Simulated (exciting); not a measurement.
A run of exciting (release sodium) is set up as follows.

Contents of run_exciting.py:

```python
import subprocess
import xml.etree.ElementTree as ET
from ase.io import read
from ase.units import Bohr

atoms = read("Bi.xyz")
rmt = {'Bi': 2.3}  # bohr
tasks = """
<groundstate do="fromscratch" ngridk="5 5 8" rgkmax="8" gmaxvr="14" lmaxapw="10" lmaxmat="10" lmaxvr="8" xctype="LDA_PW" stype="Gaussian" swidth="0.00183747" nempty="10" ValenceRelativity="iora*" epsengy="1e-05" epspot="1e-05" maxscl="60" outputlevel="normal"/>
<properties>
  <dos nwdos="400" winddos="-0.3 0.3" inttype="tetra" ngrdos="100" nsmdos="2" lmirep="true"/>
  <chargedensityplot>
    <plot3d>
      <box grid="24 24 17">
        <origin coord="0 0 0"/>
        <point coord="1 0 0"/>
        <point coord="0 1 0"/>
        <point coord="0 0 1"/>
      </box>
    </plot3d>
  </chargedensityplot>
  <elfplot>
    <plot3d>
      <box grid="24 24 17">
        <origin coord="0 0 0"/>
        <point coord="1 0 0"/>
        <point coord="0 1 0"/>
        <point coord="0 0 1"/>
      </box>
    </plot3d>
  </elfplot>
  <exccplot>
    <plot3d>
      <box grid="24 24 17">
        <origin coord="0 0 0"/>
        <point coord="1 0 0"/>
        <point coord="0 1 0"/>
        <point coord="0 0 1"/>
      </box>
    </plot3d>
  </exccplot>
</properties>
"""

root = ET.Element("input")
ET.SubElement(root, "title").text = "Bi"
structure = ET.SubElement(root, "structure", speciespath="./", tshift="false")
crystal = ET.SubElement(structure, "crystal", scale="1.0")
for vector in atoms.cell / Bohr:
    ET.SubElement(crystal, "basevect").text = " ".join(f"{x:.12f}" for x in vector)
symbols = atoms.get_chemical_symbols()
for element in dict.fromkeys(symbols):
    species = ET.SubElement(structure, "species", speciesfile=element + ".xml", rmt=str(rmt[element]))
    for symbol, position in zip(symbols, atoms.get_scaled_positions(wrap=False)):
        if symbol == element:
            ET.SubElement(species, "atom", coord=" ".join(f"{x:.12f}" for x in position))
root.extend(ET.fromstring("<tasks>" + tasks + "</tasks>"))
ET.indent(root)
ET.ElementTree(root).write("input.xml")
subprocess.run(["exciting_smp"], check=True)
```

Contents of Bi.xyz:

```xyz
2
Lattice="3.4885980000 -3.1325780000 0.0000000000 3.4885980000 3.1325780000 0.0000000000 -1.2602350000 0.0000000000 3.1135500000" Properties=species:S:1:pos:R:3 pbc="T T T"
Bi     4.1737513922      0.0000000000      2.6695017261
Bi     1.5432096078      0.0000000000      0.4440482739
```

Potentials or basis: all-electron LAPW+lo, shipped species files, valence relativity iora*.

Command:

```console
$ OMP_NUM_THREADS=1 python run_exciting.py
```

(1) Estimate the band gap on the k mesh.

Results:

(1) none (metal or under the smearing width).

Caveat: spin-orbit coupling is left out, which moves the levels of the heavy elements.
